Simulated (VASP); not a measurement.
Here is a VASP 6.6.1 calculation.

The input INCAR:

```
PREC     = Accurate       # precision mode
ENCUT    = 600            # plane-wave cutoff, eV
EDIFF    = 1E-7           # SCF threshold, eV
ISMEAR   = 1              # smearing method
SIGMA    = 0.1            # smearing width, eV
LREAL    = False          # projectors in reciprocal space
LASPH    = True           # aspherical terms in the spheres
NELM     = 80             # most SCF steps
ALGO     = Normal         # electronic algorithm
ISIF     = 3              # what is computed and relaxed
LWAVE    = False          # write WAVECAR
LCHARG   = False          # write CHGCAR
GGA      = MK             # functional
LUSE_VDW = True         
AGGAC    = 0.0          
PARAM1   = 0.1234       
PARAM2   = 0.711357     
ZAB_VDW  = -1.8867      
IBRION   = 2              # ionic algorithm
NSW      = 90             # ionic steps
EDIFFG   = -0.005         # ionic threshold
```

KPOINTS

```
regular mesh
0
Gamma
  12 12 10
```

The input POSCAR:

```
Bi                                      
1.0
    2.2774325441      1.3148762924      3.9837142034
   -2.2774325441      1.3148762924      3.9837142034
    0.0000000000     -2.6297525848      3.9837142034
  Bi            
     2
Direct
     0.2351969702982672    0.2351969702982672    0.2351969702982672
     0.7648030297017326    0.7648030297017326    0.7648030297017326
```

Potentials or basis: VASP PAW PBE potentials, release 64 (Bi_d).

Launch:

```console
$ cat potpaw_PBE.64/Bi_d/POTCAR > POTCAR
$ mpirun -np 1 vasp_std > vasp.out
```

Question: Estimate the relaxed volume.

Answer: 35.77 Å³/atom.

Question: What does it give for the space group after relaxing (to 0.05 Å)?

Answer: R-3m (No. 166).

Question: Estimate the band gap on the k mesh.

Answer: None (metal or under the smearing width).

Forces on the atoms (eV/Å):
```
Bi   0.000  0.000  0.003
Bi   0.000  0.000 -0.003
```

Caveat: the PAW data sets were made with another functional, which shifts forces and pressure a little; spin-orbit coupling is left out, which moves the levels of the heavy elements.
